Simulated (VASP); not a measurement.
# MgS, energy along a vibration (SMASS = -2): which settings are enough?

MgS, Fm-3m (no. 225), atoms displaced along the mode, 2 atoms in the cell. R2SCAN, energy along a line of displacements; PAW potentials S, Mg (PBE set). VASP 6.6.1.

Wanted: harmonic frequency within 1 %.

Space group without the displacement: Fm-3m (no. 225); Mode: optical mode at Gamma along x.

POSCAR of the starting run:
```
MgS
1.0
    0.0000000000      2.6016500000      2.6016500000
    2.6016500000      0.0000000000      2.6016500000
    2.6016500000      2.6016500000      0.0000000000
S Mg
1 1
Direct
    0.5066297513      0.4933702487      0.4933702487
   -0.0087451070      0.0087451070      0.0087451070

    0.0086241462   0.0000000000   0.0000000000
   -0.0113758538   0.0000000000   0.0000000000
```

The series start from k mesh: 5 × 5 × 5; Cutoff (eV): 340; Step along the mode (Å): 0.02; Precision and projection: Accurate, reciprocal space. Each series keeps the choices made before it, and each single choice may use up half of a tolerance.

## k mesh

| k mesh | Harmonic frequency (THz) | Time (s) |
|---|---|---|
| 3 × 3 × 3 | 6.878 | 100 |
| 4 × 4 × 4 | 7.033 | 154 |
| 5 × 5 × 5 | 7.073 | 263 |
| 6 × 6 × 6 | 7.083 | 385 |
| 8 × 8 × 8 (reference) | 7.087 | 942 |

## Cutoff (eV)

| Cutoff (eV) | Harmonic frequency (THz) | Time (s) |
|---|---|---|
| 190 | 6.882 | 162 |
| 230 | 6.929 | 141 |
| 260 | 7.089 | 210 |
| 300 | 7.06 | 244 |
| 340 | 7.073 | 263 |
| 390 (reference) | 7.07 | 308 |

## Precision and projection

| Precision and projection | Harmonic frequency (THz) | Time (s) |
|---|---|---|
| Accurate, reciprocal space | 7.08 | 175 |
| Normal, reciprocal space | 7.125 | 125 |
| Normal, Auto | 7.161 | 130 |

## Question

The rows run from the loosest to the tightest (no order: precision and projection). For each series: choose the loosest value from which every tighter one stays within half of the tolerance; where there is no order, keep the first row unless others stay within half of the tolerance and take at least 30 % less time, and then take the fastest.

## Answer

- k mesh: 5 × 5 × 5
- Cutoff (eV): 260
- Precision and projection: Accurate, reciprocal space

Also changed on the way, by series that aren't shown: Step along the mode (Å): 0.04.

## All choices together

| Input | Harmonic frequency (THz) | Time (s) |
|---|---|---|
| defaults on a coarse mesh (naive) | 6.677 | 12 |
| chosen settings | 7.08 | 175 |
| reference settings throughout | 7.089 | 893 |

The tolerance is met.

## The input

INCAR:
```
SYSTEM = MgS
METAGGA  = R2SCAN         ! meta-GGA
LMIXTAU  = .TRUE.       
PREC     = Accurate       ! precision mode
ENCUT    = 260            ! plane-wave cutoff, eV
EDIFF    = 1E-7           ! SCF threshold, eV
ALGO     = Normal         ! electronic algorithm
LREAL    = .FALSE.        ! projectors in reciprocal space
LASPH    = .TRUE.         ! aspherical terms in the spheres
ISMEAR   = 0              ! smearing method
SIGMA    = 0.03           ! smearing width, eV
ISYM     = 0            
LWAVE    = .FALSE.        ! write WAVECAR
LCHARG   = .FALSE.        ! write CHGCAR
IBRION   = 0              ! ionic algorithm
SMASS    = -2           
POTIM    = 1              ! step
NSW      = 9              ! ionic steps
NELMIN   = 4            
IWAVPR   = 11           
KPAR     = 2             
```

KPOINTS:
```
Automatic mesh
0
Gamma
  5 5 5
  0 0 0
```

POSCAR:
```
MgS
1.0
    0.0000000000      2.6016500000      2.6016500000
    2.6016500000      0.0000000000      2.6016500000
    2.6016500000      2.6016500000      0.0000000000
S Mg
1 1
Direct
    0.5132595025      0.4867404975      0.4867404975
   -0.0174902140      0.0174902140      0.0174902140

    0.0172482924   0.0000000000   0.0000000000
   -0.0227517076   0.0000000000   0.0000000000
```

Commands:
```
cat potpaw_PBE.64/S/POTCAR potpaw_PBE.64/Mg/POTCAR > POTCAR
mpirun -np 2 vasp_std > vasp.out
```

The chosen input took VASP 6.6.1 175 s on 2 cores (AMD EPYC 7R43 (Zen 3)), a shared host.

## An input that fails: POTIM multiplies the typed steps tenfold

It runs to its end, but against the unchanged starting input it is off by 4003 % in the harmonic frequency.

Changes against the starting input:
```
- POTIM = 1
+ POTIM = 10
```
